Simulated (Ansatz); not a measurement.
# AlRu: moving one atom along a line

This session takes AlRu and sets out to measure how stiffly atom 1 (Al) is held.

Computed with Ansatz 0.2.0 (DFT PBE, scalar-relativistic, plane waves, PAW, unless a step's input says otherwise).

2 further runs of the same task are left out: 2 set aside as unsound or not needed.

## (1) The system as given

It takes space group Pm-3m (No. 221, cubic). The conventional cell has a = 3.004 Å, b = 3.004 Å, c = 3.004 Å, α = 90.00°, β = 90.00°, γ = 90.00°. Around Al (site symmetry m-3m) lie 8 Ru at 2.60 Å. Around Ru (site symmetry m-3m) lie 8 Al at 2.60 Å.

Structure file:

```xyz
8
Lattice="-3.0041 3.0041 3.0041 3.0041 -3.0041 3.0041 3.0041 3.0041 -3.0041" Properties=species:S:1:pos:R:3 pbc="T T T"
Al    0.0000    0.0000    0.0000
Al    0.0000    0.0000    3.0041
Al    0.0000    3.0041    0.0000
Al    3.0041    0.0000    0.0000
Ru    1.5020    1.5020    1.5020
Ru    1.5020    1.5020   -1.5020
Ru    1.5020   -1.5020    1.5020
Ru   -1.5020    1.5020    1.5020
```

It is built from the cell relaxed beforehand with the same method (13.56 Å³/atom).

## (2) The undisturbed cell

Contents of input.yaml:

```yaml
crystal:
  lattice:
    - [-3.0040847246, 3.0040847246, 3.0040847246]
    - [3.0040847246, -3.0040847246, 3.0040847246]
    - [3.0040847246, 3.0040847246, -3.0040847246]
  atoms:
    - { symbol: Al, position: [0.0, 0.0, 0.0] }
    - { symbol: Al, position: [0.5, 0.5, 0.0] }
    - { symbol: Al, position: [0.5, 0.0, 0.5] }
    - { symbol: Al, position: [0.0, 0.5, 0.5] }
    - { symbol: Ru, position: [0.5, 0.5, 0.5] }
    - { symbol: Ru, position: [0.0, 0.0, 0.5] }
    - { symbol: Ru, position: [0.0, 0.5, 0.0] }
    - { symbol: Ru, position: [0.5, 0.0, 0.0] }
basis:
  ecutwfc: 420
kpoints:
  mp_grid: { grid: [14, 14, 14] }
hamiltonian:
  xc: pbe
scf:
  occupations: { method: gaussian, width: 0.15 }
output:
  forces: true
  stress: true
  eigenvalues: true
  write_density: true
  write_potential: true
  elf: true
  volumetric_format: npy
```

The run is started by

```
> ansatz run input.yaml --threads 1 --pin off --max-ram 2560MiB --backend cpu --events-out ev --progress --plain --runs-dir out
```

The program printed:

```text
Warning: RAYON_NUM_THREADS=1 ignored (pool sized by the plan → 1); use --threads N
Engine: ansatz 0.2.0, aarch64-unknown-linux-gnu
Pseudopotentials: kind: paw
Pseudopotential: Al, paw, valence charge 3, recommended cutoff 420 eV (normal), Al.paw.azcp
Pseudopotential: Ru, paw, valence charge 16, recommended cutoff 420 eV (normal), Ru.paw.azcp
Functional definition: PBE
  parameter kappa = 0.804
  parameter beta = 0.06672455060314922
  exchange = pbe_x(kappa = kappa, mu = beta*pi^2/3)
  correlation = pbe_c(beta = beta)
Crystal: 8 atoms, lattice volume = 108.442 Å³
Basis set: ecut = 420 eV, 2123 PW (Γ), exchange–correlation on 72×72×72 points (8 copies of the dense FFT grid, shifted against one another)
Bands: 46, of which v1, the nominal top of the filled ones, is band 38 counted from 1 (37 counted from 0)
Symmetry: 192 space group operations
Space group: Pm-3m (ITA 221), of the structure as read, at distance tolerance 4.8e-5 Å
k-points: 104 of 2744
Non-local potential: Al, projectors of the file, l = 0: 2, l = 1: 2, l = 2: 1
Non-local potential: Ru, projectors of the file, l = 0: 3, l = 1: 2, l = 2: 2, l = 3: 1
PAW form: soft (Blöchl's): semilocal exchange-correlation on the pseudo side does not see the compensation charge
PAW one-centre angular grid: Al, 110 points (default); XC on 64 Gauss nodes
PAW one-centre angular grid: Ru, 590 points (default); XC on 64 Gauss nodes
Initial density: superposition of atomic densities (neutral atoms: chi_scale 0, normalization atom), corrected by the library's trained network
Initial wavefunctions: pseudopotential atomic-orbital guess
Functional: x = pbe(κ = 0.804, μ = 0.2195149727645171), c = pbe(β = 0.06672455060314922)
SCF iter   1: F=—  HF=-25669.907498 eV  |F-HF|=—  |Δ(HF+E_count)|=         —  Δρ=3.45e-3  dr2=1.41e-2  ethr=1.77e-3  ⟨swp⟩=7.0  Hψ=18238  notcnv=0  defer=1
preconditioner: auto → Kerker (q_TF=auto, 2.571 Å⁻¹)  [metal: Δε(μ)=0.006 eV  Ē_g=5.802 eV  σ=0.150 eV  W_gap=0.02  n_scr=42 (ndim 8)  ℏωp=23.7 eV  f_vac=0.000  D(μ)=6.71/eV (n_scr^D=78)]
SCF iter   2: F=—  HF=-25669.906182 eV  |F-HF|=—  |Δ(HF+E_count)|=   1.32e-3  Δρ=1.59e-3  dr2=2.90e-3  ethr=1.85e-5  ⟨swp⟩=2.5  Hψ=8474  notcnv=0  defer=1
SCF iter   3: F=—  HF=-25669.905719 eV  |F-HF|=—  |Δ(HF+E_count)|=   4.63e-4  Δρ=2.69e-4  dr2=4.11e-5  ethr=3.82e-6  ⟨swp⟩=2.0  Hψ=6713  notcnv=0  defer=1
SCF iter   4: F=—  HF=-25669.905898 eV  |F-HF|=—  |Δ(HF+E_count)|=   1.79e-4  Δρ=5.25e-5  dr2=4.59e-6  ethr=5.41e-8  ⟨swp⟩=2.5  Hψ=8169  notcnv=0  defer=1
SCF iter   5: F=—  HF=-25669.905898 eV  |F-HF|=—  |Δ(HF+E_count)|=   6.88e-7  Δρ=1.38e-5  dr2=1.91e-7  ethr=6.03e-9  ⟨swp⟩=2.0  Hψ=6533  notcnv=0  defer=1
SCF iter   6: F=-25669.905898 eV  HF=-25669.905898 eV  |F-HF|=4.73e-9  |Δ(HF+E_count)|=   4.05e-8  Δρ=3.61e-6  dr2=1.12e-8  ethr=1.32e-10  ⟨swp⟩=11.5  Hψ=27950  notcnv=0
SCF 1 converged in 6 iterations: F = -25669.905898 eV  dr2 = 1.12e-8
SCF converged after 6 iterations
Free energy (F): -25669.905898 eV
Harris-Foulkes:  -25669.905898 eV  (|F-HF|=4.73e-9)
Internal energy: -25669.829919 eV  (E = F + TS)
E sigma→0 (E₀):  -25669.867908 eV
Entropy (-TS):   -0.075979 eV (-9.497 meV/atom)
Fermi energy:    15.876917 eV
--- Per-component energies (eV) ---
  E_band       = -495.866265
  E_kinetic    = 2170.514738
  E_local      = -7239.918798  (includes V_loc(G=0)·N_el)
  E_nonlocal   = 1418.209058
  E_hartree    = 2572.122360
  E_xc         = -927.946387
  E_vxc        = -1081.633174  (∫ρ·V_xc dr)
  E_paw        = -15716.676391  (= ΣΔE_a)
  E_vpaw       = -907.275263  (= ΣTr[D̂ρ^β])
  E_aug_tail   = -0.000678  (compensation charges beyond the density's cutoff)
  E_ewald      = -7946.133820
  E_smearing   = -0.075979  (= −TS)
  E_closure    = 0.000000  (closes the sum)
  Σ components = -25669.905898   (vs F -25669.905898, Δ=0.00e0)
--- Forces (eV/Å), atoms counted from 1 ---
  atom   1  Al     0.00000000     0.00000000     0.00000000
  atom   2  Al     0.00000000     0.00000000     0.00000000
  atom   3  Al    -0.00000000     0.00000000     0.00000000
  atom   4  Al     0.00000000     0.00000000     0.00000000
  atom   5  Ru     0.00000000    -0.00000000    -0.00000000
  atom   6  Ru     0.00000000    -0.00000000     0.00000000
  atom   7  Ru     0.00000000    -0.00000000    -0.00000000
  atom   8  Ru     0.00000000    -0.00000000     0.00000000
  max |Σ_I F_I| component: 1.10e-28 eV/Å
--- Stress (GPa, compression-positive) ---
       -0.004416       0.000000      -0.000000
        0.000000      -0.004416      -0.000000
       -0.000000       0.000000      -0.004416
  P = ⅓ Tr σ = -0.0044 GPa (-0.044 kbar)
--- Band table (eV; the first three rows and the last of 104) ---
  k-point 0: bands = ["-55.9185", "-55.8894", "-55.8894", "-55.8894", "-26.0450", "-26.0450", "-26.0450", "-26.0450", "-26.0450", "-26.0450", "-25.8707", "-25.8707", "-25.8707", "-25.8366", "-25.8366", "-25.8366", "6.2861", "9.9065", "9.9065", "9.9065", "12.3741", "12.3741", "12.8639", "12.8639", "12.8639", "14.5218", "14.5218", "14.5218", "14.5218", "14.5218", "14.5218", "14.7294", "14.7294", "14.7294", "14.7294", "14.7294", "14.7294", "16.0472", "16.0472", "16.0472", "17.3781", "17.3781", "17.3781", "21.1015", "21.1015", "21.1015"]
  k-point 1: bands = ["-55.9181", "-55.8897", "-55.8894", "-55.8894", "-26.0451", "-26.0451", "-26.0431", "-26.0429", "-26.0424", "-26.0424", "-25.8731", "-25.8728", "-25.8702", "-25.8392", "-25.8392", "-25.8370", "6.3346", "9.9203", "9.9276", "9.9276", "12.3912", "12.3916", "12.7664", "12.8471", "12.8471", "14.1988", "14.1988", "14.2140", "14.2140", "14.4725", "14.5081", "14.7345", "14.7444", "15.0445", "15.0445", "15.0521", "15.0521", "15.9842", "16.0091", "16.0289", "17.4104", "17.4104", "17.4361", "21.1455", "21.1455", "21.1766"]
  k-point 2: bands = ["-55.9170", "-55.8908", "-55.8894", "-55.8894", "-26.0452", "-26.0452", "-26.0373", "-26.0365", "-26.0346", "-26.0346", "-25.8802", "-25.8794", "-25.8690", "-25.8468", "-25.8468", "-25.8383", "6.4790", "9.9448", "9.9890", "9.9890", "12.4399", "12.4441", "12.5188", "12.7716", "12.7716", "13.8027", "13.8027", "13.9370", "13.9370", "14.3362", "14.4685", "14.7507", "14.7889", "15.3421", "15.3421", "15.4453", "15.4453", "15.7992", "15.9038", "15.9754", "17.5211", "17.5211", "17.5998", "21.2955", "21.2955", "21.2984"]
  k-point 103: bands = ["-55.9037", "-55.9037", "-55.9037", "-55.8750", "-26.0700", "-26.0700", "-26.0700", "-26.0236", "-26.0236", "-26.0236", "-25.8538", "-25.8538", "-25.8538", "-25.8538", "-25.8538", "-25.8538", "10.1073", "10.1073", "10.1073", "10.4132", "10.4132", "10.4132", "11.3144", "11.3144", "11.3144", "13.1607", "13.1607", "13.1607", "14.2976", "14.2976", "14.2976", "14.2976", "14.2976", "14.2976", "16.2949", "16.2949", "16.2949", "17.4689", "17.4689", "18.1215", "18.1215", "18.1215", "18.3804", "19.9742", "19.9742", "19.9742"]
```

Run time: 32 s. Hardware: 1 thread of Arm Neoverse V2, shared host; peak memory 0.58 GiB.

Density in a lattice plane of the grid's cell (edges 5.20 and 5.20 Å, at 0.000 of the third edge), which holds Al and Ru.

Values in e/Å³, 12 rows by 12 columns:
```
 0.09  0.18  0.26  0.38  1.56  6.05  7.42  3.19  0.53  0.28  0.21  0.10
 0.24  0.26  0.26  0.31  0.66  1.69  1.57  0.58  0.27  0.22  0.22  0.21
 0.36  0.38  0.31  0.28  0.31  0.38  0.36  0.28  0.22  0.21  0.22  0.28
 1.40  1.56  0.66  0.31  0.25  0.26  0.24  0.21  0.22  0.22  0.27  0.53
 7.55  6.05  1.69  0.38  0.26  0.18  0.09  0.10  0.21  0.28  0.58  3.19
10.05  7.42  1.57  0.36  0.24  0.09  0.06  0.09  0.24  0.36  1.57  7.42
 7.55  3.19  0.58  0.28  0.21  0.10  0.09  0.18  0.26  0.38  1.69  6.05
 1.40  0.53  0.27  0.22  0.22  0.21  0.24  0.26  0.25  0.31  0.66  1.56
 0.36  0.28  0.22  0.21  0.22  0.28  0.36  0.38  0.31  0.28  0.31  0.38
 0.24  0.21  0.22  0.22  0.27  0.58  1.57  1.69  0.66  0.31  0.26  0.26
 0.09  0.10  0.21  0.28  0.53  3.19  7.42  6.05  1.56  0.38  0.26  0.18
 0.06  0.09  0.24  0.36  1.40  7.55 10.05  7.55  1.40  0.36  0.24  0.09
```
Columns run along the first of these edges and rows up along the second, over one cell in 12 and 12 even steps from the bottom left corner. Atoms in the plane (fractional): Al at (0.00, 0.00), Al at (0.50, 0.50), Ru at (1.00, 0.50), Ru at (0.50, 0.00).

ELF in the same plane.

Ten even steps from '0' (0.02) to '9' (0.68):
```
001466447997689744565100
014665335799997434665200
467765323578864345665433
766555432345444455666666
544334443344556666566665
444323455566776666655444
887533356766433456654346
999753457641000256643479
669974467410000157545798
259964576200100267546995
689754575100001476447996
997434665200014675435799
864345665433466765333578
444455666667766555432344
556666566665544334443344
766666655444454323455566
433456654346887532356776
000256643479999753356641
000156544798679974466410
110256546995259964565201
```
Columns run along the first of these edges and rows up along the second, over one cell in 24 and 20 even steps from the bottom left corner. Atoms in the plane (fractional): Al at (0.00, 0.00), Al at (0.50, 0.50), Ru at (1.00, 0.50), Ru at (0.50, 0.00).

Both are smooth fields of the valence electrons: close to the nuclei they are not physical.

Maxima of ELF outside the ion cores: 0.51 on the Al–Ru line, 1.0 Å from Al; 0.51 beside Al, off the lines to its neighbours, 1.1 Å from Al; 0.50 in the shell around Al, 1.0 Å from Al.

The cell is repeated 4 times, 8 atoms in all. The reference gives a free energy of -25669.9059 eV, pressure 0.00 GPa, largest force 0.000 eV/Å and gap on the mesh none (metal).

## (3) Changed: xc rpbe, scf.algorithm direct_min, ecutwfc left out

Edit input.yaml of step 2 so:

```diff
@@ -14,4 +14,2 @@
     - { symbol: Ru, position: [0.5, 0.0, 0.0] }
-basis:
-  ecutwfc: 420
 kpoints:
@@ -19,12 +17,9 @@
 hamiltonian:
-  xc: pbe
+  xc: rpbe
 scf:
   occupations: { method: gaussian, width: 0.15 }
+  algorithm: direct_min
 output:
   forces: true
+  eigenvalues: true
   stress: true
-  eigenvalues: true
-  write_density: true
-  write_potential: true
-  elf: true
-  volumetric_format: npy
```

The run is started by

```
> ansatz run input.yaml --threads 1 --pin off --max-ram 2560MiB --backend cpu --events-out ev --progress --plain --runs-dir out
```

The program printed (excerpt; [...] marks lines left out):

```text
Warning: RAYON_NUM_THREADS=1 ignored (pool sized by the plan → 1); use --threads N
[...]
Pseudopotentials: kind: paw
Pseudopotential: Al, paw, valence charge 3, recommended cutoff 420 eV (normal), Al.paw.azcp
Pseudopotential: Ru, paw, valence charge 16, recommended cutoff 420 eV (normal), Ru.paw.azcp
Functional definition: RPBE
[...]
Crystal: 8 atoms, lattice volume = 108.442 Å³
Basis set: ecut = 420 eV, 2123 PW (Γ), exchange–correlation on 72×72×72 points (8 copies of the dense FFT grid, shifted against one another)
Bands: 46, of which v1, the nominal top of the filled ones, is band 38 counted from 1 (37 counted from 0)
Symmetry: 192 space group operations
Space group: Pm-3m (ITA 221), of the structure as read, at distance tolerance 4.8e-5 Å
k-points: 104 of 2744
[...]
SCF iter   1: F=—  HF=-25710.779162 eV  |F-HF|=—  |Δ(HF+E_count)|=         —  Δρ=2.13e-3  dr2=2.66e-3  ethr=1.77e-3  ⟨swp⟩=5.6  Hψ=19541  notcnv=0
[...]
Free energy (F): -25710.780051 eV
[...]
E sigma→0 (E₀):  -25710.742017 eV
Entropy (-TS):   -0.076069 eV (-9.509 meV/atom)
Fermi energy:    15.970612 eV
[...]
--- Forces (eV/Å), atoms counted from 1 ---
  atom   1  Al     0.00000000    -0.00000000     0.00000000
  atom   2  Al    -0.00000000     0.00000000    -0.00000000
  atom   3  Al    -0.00000000    -0.00000000     0.00000000
  atom   4  Al    -0.00000000     0.00000000     0.00000000
  atom   5  Ru     0.00000000    -0.00000000     0.00000000
  atom   6  Ru     0.00000000    -0.00000000     0.00000000
  atom   7  Ru     0.00000000    -0.00000000     0.00000000
  atom   8  Ru     0.00000000    -0.00000000     0.00000000
[...]
--- Stress (GPa, compression-positive) ---
        3.500596       0.000000      -0.000000
        0.000000       3.500596       0.000000
       -0.000000       0.000000       3.500596
  P = ⅓ Tr σ = 3.5006 GPa (35.006 kbar)
--- Band table (eV; the first three rows and the last of 104) ---
[...]
```

Run time: 93 s. Hardware: 1 thread of Arm Neoverse V2, shared host; peak memory 1.3 GiB.

```tsv
run	ending	energy change	pressure (GPa)	gap (eV)	force (eV/Å)	cycles	time
step 2	converged	-	0.0	0.00	0.00	6	32 s
variant	converged	not comparable	3.5	0.00	0.00	5	93 s
```

After a change of functional the difference of the totals has no physical meaning; the pressure goes from 0.0 to 3.5 GPa. At this fixed cell a higher pressure means that this functional prefers a larger volume than the reference.

## (4) Setting up moving one atom along a line

Atom 1 (Al) is moved by x along the Cartesian unit vector (0.000, 1.000, 0.000); the cell and all other atoms stay fixed. Forces below are components along that vector, summed over the moved atoms. In a periodic cell its images move with it.

## (5) Point x = -0.450 Å

Edit input.yaml of step 2 so:

```diff
@@ -6,3 +6,3 @@
   atoms:
-    - { symbol: Al, position: [0.0, 0.0, 0.0] }
+    - { symbol: Al, position: [-0.0748980207, 0.0, -0.0748980207] }
     - { symbol: Al, position: [0.5, 0.5, 0.0] }
@@ -26,5 +26 @@
   eigenvalues: true
-  write_density: true
-  write_potential: true
-  elf: true
-  volumetric_format: npy
```

The run is started by

```
> ansatz run input.yaml --threads 1 --pin off --max-ram 2560MiB --backend cpu --events-out ev --progress --plain --runs-dir out
```

The program printed (excerpt; [...] marks lines left out):

```text
Warning: RAYON_NUM_THREADS=1 ignored (pool sized by the plan → 1); use --threads N
[...]
Pseudopotentials: kind: paw
Pseudopotential: Al, paw, valence charge 3, recommended cutoff 420 eV (normal), Al.paw.azcp
Pseudopotential: Ru, paw, valence charge 16, recommended cutoff 420 eV (normal), Ru.paw.azcp
Functional definition: PBE
[...]
Crystal: 8 atoms, lattice volume = 108.442 Å³
Basis set: ecut = 420 eV, 2123 PW (Γ), exchange–correlation on 72×72×72 points (8 copies of the dense FFT grid, shifted against one another)
Bands: 46, of which v1, the nominal top of the filled ones, is band 38 counted from 1 (37 counted from 0)
Symmetry: 8 space group operations
Space group: I4mm (ITA 107), of the structure as read, at distance tolerance 4.8e-5 Å
k-points: 244 of 2744 (time reversal used)
[...]
SCF converged after 6 iterations
Free energy (F): -25669.040849 eV
[...]
E sigma→0 (E₀):  -25669.002584 eV
Entropy (-TS):   -0.076530 eV (-9.566 meV/atom)
Fermi energy:    15.848130 eV
[...]
--- Forces (eV/Å), atoms counted from 1 ---
  atom   1  Al     0.00000000     3.97340153     0.00000000
  atom   2  Al     0.00000000     0.00490493     0.00000000
  atom   3  Al    -0.00000000    -0.81309036     0.00000000
  atom   4  Al    -0.00000000     0.00490493    -0.00000000
  atom   5  Ru    -1.05876773    -0.79252254    -1.05876773
  atom   6  Ru    -1.05876773    -0.79252254     1.05876773
  atom   7  Ru     1.05876773    -0.79252254     1.05876773
  atom   8  Ru     1.05876773    -0.79252254    -1.05876773
[...]
--- Stress (GPa, compression-positive) ---
        4.338836       0.000000       0.000000
        0.000000       3.541483       0.000000
        0.000000      -0.000000       4.338836
  P = ⅓ Tr σ = 4.0731 GPa (40.731 kbar)
--- Band table (eV; the first three rows and the last of 244) ---
[...]
```

Wall time 90 s (1 thread of Arm Neoverse V2, shared host); peak memory 0.96 GiB.

## (6) Point x = 0.300 Å

Edit input.yaml of step 5 so:

```diff
@@ -6,3 +6,3 @@
   atoms:
-    - { symbol: Al, position: [-0.0748980207, 0.0, -0.0748980207] }
+    - { symbol: Al, position: [0.0499320138, 0.0, 0.0499320138] }
     - { symbol: Al, position: [0.5, 0.5, 0.0] }
```

The run is started by

```
> ansatz run input.yaml --threads 1 --pin off --max-ram 2560MiB --backend cpu --events-out ev --progress --plain --runs-dir out
```

The program printed (excerpt; [...] marks lines left out):

```text
Warning: RAYON_NUM_THREADS=1 ignored (pool sized by the plan → 1); use --threads N
[...]
Pseudopotentials: kind: paw
Pseudopotential: Al, paw, valence charge 3, recommended cutoff 420 eV (normal), Al.paw.azcp
Pseudopotential: Ru, paw, valence charge 16, recommended cutoff 420 eV (normal), Ru.paw.azcp
Functional definition: PBE
[...]
Crystal: 8 atoms, lattice volume = 108.442 Å³
Basis set: ecut = 420 eV, 2123 PW (Γ), exchange–correlation on 72×72×72 points (8 copies of the dense FFT grid, shifted against one another)
Bands: 46, of which v1, the nominal top of the filled ones, is band 38 counted from 1 (37 counted from 0)
Symmetry: 8 space group operations
Space group: I4mm (ITA 107), of the structure as read, at distance tolerance 4.8e-5 Å
k-points: 244 of 2744 (time reversal used)
[...]
SCF converged after 6 iterations
Free energy (F): -25669.528510 eV
[...]
E sigma→0 (E₀):  -25669.490291 eV
Entropy (-TS):   -0.076438 eV (-9.555 meV/atom)
Fermi energy:    15.864110 eV
[...]
--- Forces (eV/Å), atoms counted from 1 ---
  atom   1  Al    -0.00000000    -2.55344966     0.00000000
  atom   2  Al    -0.00000000    -0.00601828     0.00000000
  atom   3  Al     0.00000000     0.38660295    -0.00000000
  atom   4  Al     0.00000000    -0.00601828     0.00000000
  atom   5  Ru     0.69141791     0.54471650     0.69141791
  atom   6  Ru     0.69141791     0.54471650    -0.69141791
  atom   7  Ru    -0.69141791     0.54471650    -0.69141791
  atom   8  Ru    -0.69141791     0.54471650     0.69141791
[...]
--- Stress (GPa, compression-positive) ---
        1.970201       0.000000      -0.000000
        0.000000       1.548649       0.000000
       -0.000000       0.000000       1.970201
  P = ⅓ Tr σ = 1.8297 GPa (18.297 kbar)
--- Band table (eV; the first three rows and the last of 244) ---
[...]
```

Wall time 91 s (1 thread of Arm Neoverse V2, shared host); peak memory 0.96 GiB.

## (7) Point x = -0.150 Å

Edit input.yaml of step 6 so:

```diff
@@ -6,3 +6,3 @@
   atoms:
-    - { symbol: Al, position: [0.0499320138, 0.0, 0.0499320138] }
+    - { symbol: Al, position: [-0.0249660069, 0.0, -0.0249660069] }
     - { symbol: Al, position: [0.5, 0.5, 0.0] }
```

The run is started by

```
> ansatz run input.yaml --threads 1 --pin off --max-ram 2560MiB --backend cpu --events-out ev --progress --plain --runs-dir out
```

The program printed (excerpt; [...] marks lines left out):

```text
Warning: RAYON_NUM_THREADS=1 ignored (pool sized by the plan → 1); use --threads N
[...]
Pseudopotentials: kind: paw
Pseudopotential: Al, paw, valence charge 3, recommended cutoff 420 eV (normal), Al.paw.azcp
Pseudopotential: Ru, paw, valence charge 16, recommended cutoff 420 eV (normal), Ru.paw.azcp
Functional definition: PBE
[...]
Crystal: 8 atoms, lattice volume = 108.442 Å³
Basis set: ecut = 420 eV, 2123 PW (Γ), exchange–correlation on 72×72×72 points (8 copies of the dense FFT grid, shifted against one another)
Bands: 46, of which v1, the nominal top of the filled ones, is band 38 counted from 1 (37 counted from 0)
Symmetry: 8 space group operations
Space group: I4mm (ITA 107), of the structure as read, at distance tolerance 4.8e-5 Å
k-points: 244 of 2744 (time reversal used)
[...]
SCF converged after 6 iterations
Free energy (F): -25669.812606 eV
[...]
E sigma→0 (E₀):  -25669.774538 eV
Entropy (-TS):   -0.076136 eV (-9.517 meV/atom)
Fermi energy:    15.873735 eV
[...]
--- Forces (eV/Å), atoms counted from 1 ---
  atom   1  Al     0.00000000     1.24859704     0.00000000
  atom   2  Al     0.00000000     0.00387942     0.00000000
  atom   3  Al    -0.00000000    -0.15025895    -0.00000000
  atom   4  Al    -0.00000000     0.00387942     0.00000000
  atom   5  Ru    -0.34052697    -0.27652242    -0.34052697
  atom   6  Ru    -0.34052697    -0.27652242     0.34052697
  atom   7  Ru     0.34052697    -0.27652242     0.34052697
  atom   8  Ru     0.34052697    -0.27652242    -0.34052697
[...]
--- Stress (GPa, compression-positive) ---
        0.495308       0.000000       0.000000
        0.000000       0.381854       0.000000
        0.000000       0.000000       0.495308
  P = ⅓ Tr σ = 0.4575 GPa (4.575 kbar)
--- Band table (eV; the first three rows and the last of 244) ---
[...]
```

Run time: 91 s. Hardware: 1 thread of Arm Neoverse V2, shared host; peak memory 0.96 GiB.

## (8) All points together

Collected from the runs (energy zero: the undisturbed cell):

```tsv
x (Å)	ΔE (meV/cell)	force on the moved atoms (eV/Å)	pressure (GPa)
-0.450	865.0	3.973	4.1
-0.150	93.3	1.249	0.5
0.000	0.0	0.000	0.0
0.300	377.4	-2.553	1.8
```

## (9) Summary of results

| quantity | value |
| --- | --- |
| force constant along x, from the points at -0.150, 0 and 0.300 Å | 8.39 eV/Å² |
| step 3, run with xc rpbe, scf.algorithm direct_min, ecutwfc left out (against step 2) | converged; the pressure goes from 0.0 to 3.5 GPa |

The restoring force grows by 8.39 eV/Å per Å near the site; for the mass of Al against a rigid frame that is a vibration of about 291 cm⁻¹. The step of 0.30 Å is wide, so anharmonic terms mix in. The undisturbed cell stays the lowest of the sampled points.
